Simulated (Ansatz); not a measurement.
`[OH][AlH2]` + `F[C](F)F`• → `[O][AlH2]`• + trifluoromethane  (hydrogen abstraction from the O–H bond)

Calculated with Ansatz (gas phase, PBE0-D4/def2-TZVP geometries, no zero-point term in ΔE). CBS: MP2 limit from def2 TZ/QZ plus the TZ coupled-cluster correction, frozen cores. This one scheme is used for every species. DFT in def2-TZVPP. No spin–orbit coupling; open shells (•) take unrestricted orbitals.

```json
{"species": "`[OH][AlH2]`", "ωB97X-V energy (Eh)": "-319.46996"}
{"species": "`F[C](F)F`•", "ωB97X-V energy (Eh)": "-337.60414"}
{"species": "`[O][AlH2]`•", "ωB97X-V energy (Eh)": "-318.77209"}
{"species": "`FC(F)F`", "ωB97X-V energy (Eh)": "-338.28251"}
```

Question: Work out ΔE.

Answer: ΔE = (-318.77209) + (-338.28251) − (-319.46996) − (-337.60414) = 0.01950 Eh = +0.53 eV. CCSD(T)/CBS gives +0.60 eV.

Largest T1 diagnostic among the species: 0.018.

Leaving LDA and LC-ωPBE aside and taking each functional with its dispersion term where it has one, the values, not all of them listed here, spread over 0.25 eV, from BHLYP-D4 to PBE-D4. LDA lies +0.19 eV from PBE without D4. From BLYP to BHLYP (50 % exact exchange), in def2-TZVPP and without D4, ΔE moves by −0.16 eV.
